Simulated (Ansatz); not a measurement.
**Al under pressure**

Theory: DFT PBEsol, scalar-relativistic, plane waves, PAW in Ansatz. Settings: 420 eV cutoff, 18×18×18 k-mesh, Gaussian smearing of 0.10 eV, no spin polarisation.

Reference structure (relaxed):

```xyz
1
Lattice="0.0000 2.0077 2.0077 2.0077 0.0000 2.0077 2.0077 2.0077 0.0000" Properties=species:S:1:pos:R:3 pbc="T T T"
Al    0.0000    0.0000    0.0000
```

Cell and atoms are relaxed at each pressure within the symmetry of the start, at zero temperature, so transitions that lower the symmetry aren't seen. The k-mesh given is that at zero pressure and may differ at others. a, b and c are the lengths of the cell vectors above.

```
P (GPa) V (Å³/atom) V/V0  a (Å) b (Å) c (Å)
     -3        16.86  1.042  2.878  2.878  2.878
      0        16.19  1.000  2.839  2.839  2.839
      3        15.62  0.965  2.806  2.806  2.806
      8        14.91  0.921  2.763  2.763  2.763
     15        14.13  0.873  2.714  2.714  2.714
     30        12.94  0.800  2.635  2.635  2.635
     60        11.46  0.708  2.531  2.531  2.531
```

What bulk modulus and pressure derivative fit these points?

A third-order Birch–Murnaghan fit gives B0 = 82 GPa and B0' = 4.3.